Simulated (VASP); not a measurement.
Ag under changes of volume

One of the cells (17.402 Å³/atom); the others are scaled copies at fixed shape and fractional positions:

```
Ag
1.0
     2.92466    0.00000    0.00000
    -1.46233    2.53283    0.00000
     0.00000    0.00000    4.69843
Ag
2
Cartesian
  1.4623 0.8443 3.5238
  0.0000 1.6886 1.1746
```

This isn't the form of Ag at room conditions, which is fcc.

```yaml
Program: VASP 6.6.1
Functional: r2SCAN
Potentials_or_basis: VASP PAW PBE potentials, release 64 (Ag)
Cutoff: 520 eV
k_mesh: 8 × 8 × 6
Occupations: fermi-dirac, width 0.05 eV
Spin: no spin polarisation
```

```csv
volume (Å³/atom),energy over the lowest point (meV/atom),pressure (GPa)
16.706,?,?
17.054,2.55,2.2
17.402,0.00,0.0
17.750,1.92,-1.9
18.098,7.74,-3.6
```

Problem. What does the run at 16.706 Å³/atom give?

Solution. Energy over the lowest point 10.20 meV/atom; pressure 4.7 GPa.

Worked out: A Birch-Murnaghan fit of order 2 (a polynomial in V^(-2/3)) to the other rows has its minimum at 17.42 Å³/atom with B0 = V·E''(V) = 101 GPa at fixed shape and positions, which overstates the stiffness. It gives 9.92 meV/atom at 16.706 Å³/atom, against the run's 10.20, and -dE/dV = 4.6 GPa, against 4.7.

Energies are extrapolated to zero smearing.

Caveats: the PAW data sets were made with another functional, which shifts forces and pressure a little.
